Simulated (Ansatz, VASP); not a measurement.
# Ir: VASP beside Ansatz

```xyz
1
Lattice="0.0000 1.7661 1.8429 1.7661 0.0000 1.8429 1.7661 1.7661 0.0000" Properties=species:S:1:pos:R:3 pbc="T T T"
Ir    0.0000    0.0000    0.0000
```

Change from the starting cell: strain -0.080 along x and y, -0.040 along z, atoms carried along.

Alike in both runs: task single point; functional r2SCAN; k mesh 22 × 22 × 22; occupations gaussian, width 0.15 eV; no spin polarisation.

```csv
,VASP,Ansatz
version,VASP 6.6.1,Ansatz 0.2.0
potentials or method,"VASP PAW PBE potentials, release 64 (Ir)","scalar-relativistic, plane waves, PAW"
plane-wave cutoff (eV),520,500
valence electrons in the cell,9,17
```

|  | VASP | Ansatz | Ansatz less VASP |
| --- | --- | --- | --- |
| gap on the k mesh at the Fermi level (eV) | none | none | - |
| pressure (GPa) | 143.1 | 135.5 | -7.62 |
| largest component of the traceless stress (GPa) | 19.43 | 19.34 | -0.084 |

A gap of «none» marks a metal or a gap that the smearing closes. The two sets of potentials don't hold the same shells in valence.

Caveats: the cell as given lies far from equilibrium; so large a pressure means that the cell lies far from this level's equilibrium, or that cutoff or potentials fall short (VASP); the potentials were made for another functional, which shifts forces and pressure (VASP). Spin-orbit coupling is left out, which matters for the levels of Ir.
